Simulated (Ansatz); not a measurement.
Here is an unrelaxed guess for Si₃C.

```yaml
crystal:
  lattice:
    - [2.74344, 0.00000, 0.00000]
    - [0.00000, 2.74344, 0.00000]
    - [0.00000, 0.00000, 7.75961]
  atoms:
    - { symbol: Si, position: [0.00000, 0.00000, 0.75000] }
    - { symbol: Si, position: [0.50000, 0.50000, 0.50000] }
    - { symbol: Si, position: [0.00000, 0.00000, 0.25000] }
    - { symbol: C, position: [0.50000, 0.50000, 0.00000] }
```

All numbers below come from DFT PBE, scalar-relativistic, plane waves, PAW (Ansatz 0.2.0). Cutoff 420 eV; k points 6×6×2 on the computed 4-atom cell (Γ-centred); Gaussian smearing, width 0.10 eV; no spin polarisation.

The zero of energy is the elements' standard structures at the same level; no fitted shifts are applied.

Q: Estimate its pressure, forces and energy as it stands.

A: The pressure is -10.6 GPa (the mean over three directions, positive in compression), the largest force is 1.04 eV/Å, and the energy is +1.64 eV/atom against the elements. The shortest distance is 2.74 Å.

Q: How much does it gain on relaxing, and where does it end?

A: Relaxing gains about 0.52 eV/atom (the start's value is from the coarse mesh, so the gain is rough) in 33 ionic steps and ends at +1.11 eV/atom on the finer mesh. The symmetry stays P4/mmm (No. 123). The volume per atom shrinks by 20.4 %, from 14.6 to 11.6 Å³. The shortest distance goes from 2.74 Å (Si–C, C–C and Si–Si) to 2.27 Å (Si–C). The ratio c/a of the conventional cell changes by a factor of 0.79. Conventional cell: a = 2.746 Å, c = 6.166 Å. Si on a site of symmetry 4mm has 4 C at 2.27 Å, 1 Si at 2.37 Å and 8 Si at 2.72–2.75 Å; around Si on a site of symmetry 4/mmm lie 12 Si at 2.72–2.75 Å and 2 C at 3.08 Å; C has 8 Si at 2.27 Å, 4 C at 2.75 Å and 2 Si at 3.08 Å.

The last run used a 16×16×8 mesh (in the run's order of axes) for its 4-atom cell and Gaussian smearing of 0.10 eV. The reference form of C is held partly by dispersion forces, which this level lacks. The relaxation can't lower the symmetry of the start. A structure relaxed within its symmetry needn't be a true minimum. Another cell of Si3C relaxed alike, in P-6m2, lies 0.40 eV/atom lower, so this cell isn't the stable form at this level.
